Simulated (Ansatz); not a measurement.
Ru, fcc type; equations of state without spin from Ansatz PAW hard set, 700 eV.

PBE (k-mesh 25³, smearing 0.061 eV) gives V₀ = 13.833 Å³/atom and B₀ = 306 GPa.

What does r²SCAN give (700 eV, k-mesh 15³, smearing 0.1 eV)?

V₀ = 13.564 Å³/atom (-1.9 %) and B₀ = 330 GPa (+8 %).

This cubic structure is a model: it isn't the usual form of the substance at ambient conditions, and such phases are metastable or hypothetical. The k-mesh is modest, so these values aren't fully converged in k. Potentials made with PBE were used with another functional (at least in: Ansatz PAW hard set, 700 eV (r²SCAN)).
